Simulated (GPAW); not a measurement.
# PbSe (Clausthalite): G0W0 on several meshes in GPAW

How does the mesh move the gap of PbSe (Clausthalite)?

Calculated with GPAW 26.7.0; PBE and many-body steps on it, plane waves.

Report form: the programs' logs are mostly left out.

### Step 1. The structure

Symmetry: Fm-3m, No. 225, cubic system. The conventional cell has a = 6.121 Å, b = 6.121 Å, c = 6.121 Å, α = 90.00°, β = 90.00°, γ = 90.00°. Nearest to Pb lie 6 Se at 3.06 Å. Se has 6 Pb at 3.06 Å nearest. Farther neighbours and most contacts between anions are not listed.

As a file:

```cif
data_structure
_symmetry_space_group_name_H-M 'P 1'
_symmetry_Int_Tables_number 1
_cell_length_a 4.3284
_cell_length_b 4.3284
_cell_length_c 4.3284
_cell_angle_alpha 60.000
_cell_angle_beta 60.000
_cell_angle_gamma 60.000
_cell_volume 57.34
loop_
_atom_site_label
_atom_site_type_symbol
_atom_site_fract_x
_atom_site_fract_y
_atom_site_fract_z
_atom_site_occupancy
Pb1 Pb 0.00000 0.00000 0.00000 1
Se2 Se 0.50000 0.50000 0.50000 1
```

The cell and positions come from the Crystallography Open Database and are kept as given unless a step says otherwise. Spin-orbit coupling is left out unless a step names it.

### Step 2. Empty states on the mesh, 4×4×4 mesh, 686 bands

This step: GPAW 26.7.0; DFT, PBE, plane waves, PAW.

The sums over transitions need many empty states on a uniform mesh; this step solves for them.

Contents of run.py:

```python
import json
import numpy as np
from gpaw.mpi import world
from gpaw import GPAW

calc = GPAW('gs.gpw').fixed_density(kpts={'size': (4, 4, 4), 'gamma': True},
    parallel={'domain': 1, 'band': 1},
    txt='nscf.txt')
calc.diagonalize_full_hamiltonian(nbands=686)
calc.write('full.gpw', mode='all')
res = {}
kpts = calc.get_ibz_k_points()
res['kpts'] = kpts
res['eigenvalues'] = [calc.get_eigenvalues(kpt=k) for k in range(len(kpts))]
res['n_electrons'] = calc.get_number_of_electrons()

if world.rank == 0:
    with open('result.json', 'w') as f:
        json.dump(res, f, default=lambda x: x.tolist())
```

Run with:

```
$ mpirun -n 4 gpaw python run.py
```

It took 11 s on 4 MPI ranks of Arm Neoverse V1, shared host; peak memory 1.2 GiB.

Numbers from this step:

| Item | Value |
| --- | --- |
| gap | 0.2446 eV |
| k of the valence top | 0.5, 0.5, 0.5 |
| k of the conduction bottom | 0.5, 0.5, 0.5 |
| least direct gap | 0.2446 eV |
| k points computed | 8 |
| lowest point of the top converged band, above the valence top | 285.9315 eV |

On this mesh the gap is 0.245 eV.

### Step 3. 4×4×4

G0W0 replaces the xc potential by the self-energy, built once from these orbitals. Only a window of levels is corrected, while the sums run over the empty bands that the input names.

This step: G0W0 on PBE, plane waves, PAW.

Contents of run.py:

```python
import json
import numpy as np
from gpaw.mpi import world
from gpaw.response.g0w0 import G0W0

gw = G0W0('full.gpw',
    filename='gw',
    kpts=[0, 7],
    bands=(8, 12),
    ecut=90,
    nbands=111,
    integrate_gamma='WS',
    ppa=True)
gw.calculate()
res = {mode: {k: v for k, v in r.items() if k != 'sigma_eskwn'}
       for mode, r in gw.all_results.items()}

if world.rank == 0:
    with open('result.json', 'w') as f:
        json.dump(res, f, default=lambda x: x.tolist())
```

Run with:

```
$ mpirun -n 4 gpaw python run.py
```

Elapsed: 29 s, on 4 MPI ranks; peak memory 1.2 GiB.

This step gave:

| Property | Result |
| --- | --- |
| G0W0 gap on the points computed | 0.2210 eV |
| least direct G0W0 gap on the computed points | 0.2210 eV |
| Z at the valence top | 0.7881 |
| Z at the conduction bottom | 0.8028 |
| starting gap on the mesh | 0.2446 eV |
| k of the valence top | 0.5, 0.5, 0.5 |
| k of the conduction bottom | 0.5, 0.5, 0.5 |

The gap on the mesh goes from 0.24 eV to 0.22 eV, a correction of −0.02 eV.

### Step 4. Empty states on the mesh, 6×6×6 mesh, 121 bands

This step: DFT, PBE, plane waves, PAW.

Contents of run.py:

```python
import json
import numpy as np
from gpaw.mpi import world
from gpaw import GPAW

calc = GPAW('gs.gpw').fixed_density(kpts={'size': (6, 6, 6), 'gamma': True},
    parallel={'domain': 1, 'band': 1},
    txt='nscf.txt')
calc.diagonalize_full_hamiltonian(nbands=121)
calc.write('full.gpw', mode='all')
res = {}
kpts = calc.get_ibz_k_points()
res['kpts'] = kpts
res['eigenvalues'] = [calc.get_eigenvalues(kpt=k) for k in range(len(kpts))]
res['n_electrons'] = calc.get_number_of_electrons()

if world.rank == 0:
    with open('result.json', 'w') as f:
        json.dump(res, f, default=lambda x: x.tolist())
```

Run with:

```
$ mpirun -n 4 gpaw python run.py
```

It took 15 s on 4 MPI ranks; peak memory 1.2 GiB.

Numbers from this step:

| Property | Result |
| --- | --- |
| gap | 0.2446 eV |
| k of the valence top | 0.5, 0.5, 0.5 |
| k of the conduction bottom | 0.5, 0.5, 0.5 |
| least direct gap | 0.2446 eV |
| k points computed | 16 |
| lowest point of the top converged band, above the valence top | 78.8725 eV |

On this mesh the gap is 0.245 eV.

### Step 5. 6×6×6

This step: G0W0 on PBE, plane waves, PAW.

Contents of run.py:

```python
import json
import numpy as np
from gpaw.mpi import world
from gpaw.response.g0w0 import G0W0

gw = G0W0('full.gpw',
    filename='gw',
    kpts=[0, 15],
    bands=(8, 12),
    ecut=90,
    nbands=111,
    integrate_gamma='WS',
    ppa=True)
gw.calculate()
res = {mode: {k: v for k, v in r.items() if k != 'sigma_eskwn'}
       for mode, r in gw.all_results.items()}

if world.rank == 0:
    with open('result.json', 'w') as f:
        json.dump(res, f, default=lambda x: x.tolist())
```

Run with:

```
$ mpirun -n 4 gpaw python run.py
```

Wall time 2.2 min (4 MPI ranks); peak memory 1.6 GiB.

Numbers from this step:

| Property | Result |
| --- | --- |
| G0W0 gap on the points computed | 0.2575 eV |
| least direct G0W0 gap on the computed points | 0.2575 eV |
| Z at the valence top | 0.7897 |
| Z at the conduction bottom | 0.8048 |
| starting gap on the mesh | 0.2446 eV |
| k of the valence top | 0.5, 0.5, 0.5 |
| k of the conduction bottom | 0.5, 0.5, 0.5 |

Against G0W0 in GPAW (4×4×4 mesh, 111 bands, screening to 90 eV, Godby-Needs plasmon pole), the gap moves by +0.037 eV.

### Step 6. The runs together

Times are wall times on 4 MPI ranks of Arm Neoverse V1, shared host, good to a factor of about two.

```csv
run,mesh,bands,screening cutoff (eV),DFT gap (eV),gap on the mesh (eV),direct (eV),time
4×4×4,4×4×4,111,90,0.245,0.221,0.221,29 s
6×6×6,6×6×6,111,90,0.245,0.258,0.258,2.2 min
```

### Step 7. Results

| Quantity | Value |
| --- | --- |
| 4×4×4 | 0.221 eV |
| 6×6×6 | 0.258 eV |
| known limits | not at the basis limit; model gap, bands may invert with spin-orbit coupling; no spin-orbit coupling; coarse k mesh |

**Reading.** 6×6×6: +0.037 eV against 4×4×4. Bands and cutoff are finite, so the gap is not at the basis limit. The miss can reach some tenths of an eV and take either sign; the mesh is an error of its own. These stock PAW sets were not made for GW; the filled d or f shell of Se lies in the frozen core, which bears on start and correction. In the G0W0 runs levels were corrected at 2 k points alone, so a gap called «on the mesh» is the least over those, and an edge elsewhere would be missed. The 4×4×4 mesh is coarse for this cell, which bears on the long-range parts of exchange and screening. Where an edge is built on 6p states of lead, bismuth or thallium, scalar-relativistic gaps usually stand too wide, by a few tenths to over one eV. With atoms this heavy and so narrow a gap, spin-orbit coupling can invert the bands. These scalar-relativistic gaps are then model values, not to be set against experiment, and a spin-orbit change taken from DFT can't simply be added.

[Paths, hosts, dates, memory and timing lines, banners, echoed tables and standing remarks are left out of the program output.]

[Logs are printed without paths, hosts, clocks, repeated set-up lines and the standing remarks that a program may print on its own settings, such as how far it seeks lower states.]

[Runs of the session that timed out or met a known fault of the program may be left out.]

[Hosts, paths, dates, database ids (printed as entryN), source tags and the programs' standing remarks are cut or masked in the printed files.]
